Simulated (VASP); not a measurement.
The system is ZnS.

```
Zn S
1.0
     0.00000    2.70200    2.70200
     2.70200    0.00000    2.70200
     2.70200    2.70200    0.00000
Zn S
1 1
Direct
  0.25000 0.25000 0.25000
  0.00000 0.00000 0.00000
```

```yaml
Program: VASP 6.6.1
Task: relaxation of cell and atoms
Functional: PBEsol
Potentials_or_basis: VASP PAW PBE potentials, release 64 (Zn, S)
Cutoff: 600 eV
k_mesh: 10 × 10 × 10
Occupations: gaussian, width 0.03 eV
Spin: no spin polarisation
```

At the start: pressure -1.7 GPa; volume 19.73 Å³/atom.

Where does the relaxation end?

Over 3 steps the energy falls by 2.7 meV/atom and the volume is 19.26 Å³/atom (-2.4 %); space group F-43m (No. 216, to 0.05 Å).

Step by step:
```
step  energy change (eV)  largest force (eV/Å)  pressure (GPa)  volume (Å³)
   1              0.0000                0.0000           -1.73        39.45
   2             -0.0049                0.0000            0.60        38.25
   3             -0.0054                0.0000           -0.03        38.51
```

Final structure:
```
CELL_PARAMETERS angstrom
0.00000 2.68033 2.68033
2.68033 0.00000 2.68033
2.68033 2.68033 0.00000
ATOMIC_POSITIONS crystal
Zn 0.25000 0.25000 0.25000
S 0.00000 0.00000 0.00000
```

Caveat: the PAW data sets were made with another functional, which shifts forces and pressure a little.
